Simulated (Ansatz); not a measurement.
# SiC: response to strain

SiC is deformed so: zz strain of -2 %. What stress and forces result, by LAPW, PAW and all-electron datasets made for the crystal?

Program: Ansatz 0.2.0. Level of theory: DFT PBE, scalar-relativistic. These are calculated values, not measurements.

### Step 1. The structure to begin with

Symmetry: P6_3mc, No. 186, hexagonal system. Conventional cell: a = 3.076 Å, b = 3.076 Å, c = 5.048 Å, α = 90.00°, β = 90.00°, γ = 120.00°. Around Si (site symmetry 3m) lie 4 C at 1.87 to 1.94 Å. Around C (site symmetry 3m) lie 4 Si at 1.87 to 1.94 Å.

Coordinates:

```
Si C
1.0
     3.07600    0.00000    0.00000
    -1.53800    2.66389    0.00000
     0.00000    0.00000    5.04800
Si C
2 2
Cartesian
  0.0000 1.7759 0.0000
  1.5380 0.8880 2.5240
  0.0000 1.7759 1.9435
  1.5380 0.8880 4.4675
```

Atoms are numbered in the order of the input: Si1, Si2, C3, C4.

### Step 2. The deformed structure

Space group P6_3mc before, P6_3mc after.

### Step 3. Full-potential LAPW

input.yaml

```yaml
crystal:
  lattice:
    - [3.0759982064, 0.0, 0.0]
    - [-1.5379991032, 2.6638925888, 0.0]
    - [0.0, 0.0, 4.94704]
  atoms:
    - { symbol: Si, position: [0.3333333333, 0.6666666667, 0.0] }
    - { symbol: Si, position: [0.6666666667, 0.3333333333, 0.5] }
    - { symbol: C, position: [0.3333333333, 0.6666666667, 0.385] }
    - { symbol: C, position: [0.6666666667, 0.3333333333, 0.885] }
kpoints:
  mp_grid: { grid: [15, 15, 8] }
  band_path:
    path:
      - [0.0, 0.0, 0.0]
      - [0.5, 0.0, 0.0]
      - [0.3333333333, 0.3333333333, 0.0]
      - [0.0, 0.0, 0.0]
      - [0.0, 0.0, 0.5]
      - [0.5, 0.0, 0.5]
      - [0.3333333333, 0.3333333333, 0.5]
      - [0.0, 0.0, 0.5]
      - [0.5, 0.0, 0.5]
    npoints: 5
scf:
  occupations: { method: fermi_dirac, width: 0.08 }
hamiltonian:
  xc: pbe
  pseudopotentials: { kind: all_electron, lapw: { basis_error: 0.001 } }
output:
  forces: true
  stress: true
  eigenvalues: true
```

Launch:

```sh
> ansatz run input.yaml --threads 1 --pin off --max-ram 4096MiB --backend cpu --events-out ev --progress --plain --runs-dir out
```

### Step 4. Frozen-core PAW

input.yaml

```yaml
crystal:
  lattice:
    - [3.0759982064, 0.0, 0.0]
    - [-1.5379991032, 2.6638925888, 0.0]
    - [0.0, 0.0, 4.94704]
  atoms:
    - { symbol: Si, position: [0.3333333333, 0.6666666667, 0.0] }
    - { symbol: Si, position: [0.6666666667, 0.3333333333, 0.5] }
    - { symbol: C, position: [0.3333333333, 0.6666666667, 0.385] }
    - { symbol: C, position: [0.6666666667, 0.3333333333, 0.885] }
kpoints:
  mp_grid: { grid: [15, 15, 8] }
scf:
  occupations: { method: fermi_dirac, width: 0.08 }
hamiltonian:
  xc: pbe
  pseudopotentials: { kind: paw }
output:
  forces: true
  stress: true
  eigenvalues: true
  efg: { contact_densities: true }
  write_density: true
  write_potential: true
  elf: true
  volumetric_format: npy
```

### Step 5. Datasets made for this crystal

Changes to input.yaml since step 4:

```diff
@@ -16,3 +16,3 @@
   xc: pbe
-  pseudopotentials: { kind: paw }
+  pseudopotentials: { kind: all_electron, datasets: crystal }
 output:
@@ -22,5 +22 @@
   efg: { contact_densities: true }
-  write_density: true
-  write_potential: true
-  elf: true
-  volumetric_format: npy
```

(Steps that only read results are left out.)

**Question.** What will these runs give? Wanted: pressure; largest shear or deviatoric stress.

**Answer**, as computed:

| quantity | value |
| --- | --- |
| pressure | LAPW 8.08, PAW 8.07, crystal datasets 8.08 GPa |
| largest shear or deviatoric stress (LAPW) | 3.62 GPa |

**Reading.** The largest part of the stress beyond the pressure is 3.62 GPa in size, in the zz component; the atoms are carried along and not relaxed. No run of the undeformed cell stands beside it, so the pressure holds what the given cell had before the change. PAW: stress within 0.03 GPa of LAPW, forces within 1 meV/Å. Crystal datasets: stress within 0.01 GPa of LAPW, forces within 1 meV/Å.
